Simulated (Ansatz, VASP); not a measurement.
CaO in VASP and in Ansatz

```
Ca O
1.0
     0.00000    2.47052    2.47052
     2.47052    0.00000    2.47052
     2.47052    2.47052    0.00000
Ca O
1 1
Direct
  0.50000 0.50000 0.50000
  0.00000 0.00000 0.00000
```

Alike in both runs: task single point; functional PBE; k mesh 12 × 12 × 12; occupations gaussian, width 0.05 eV; no spin polarisation.

```csv
,VASP,Ansatz
version,VASP 6.6.1,Ansatz 0.2.0
potentials or method,"VASP PAW PBE potentials, release 64 (Ca_sv, O)","scalar-relativistic, plane waves, PAW"
plane-wave cutoff (eV),520,420
valence electrons in the cell,16,16
```

Ansatz gave:

```
gap on the k mesh at the Fermi level (eV) : 3.66
least direct gap on the mesh (eV)         : 4.04
pressure (GPa)                            : -6.2
```

Task: What did VASP give for the same quantities?

Result: gap on the k mesh at the Fermi level (eV): 3.64; least direct gap on the mesh (eV): 4.03; pressure (GPa): -5.8.

A k mesh can miss the band edges. PBE gaps usually lie below the measured ones, often by a third to a half.
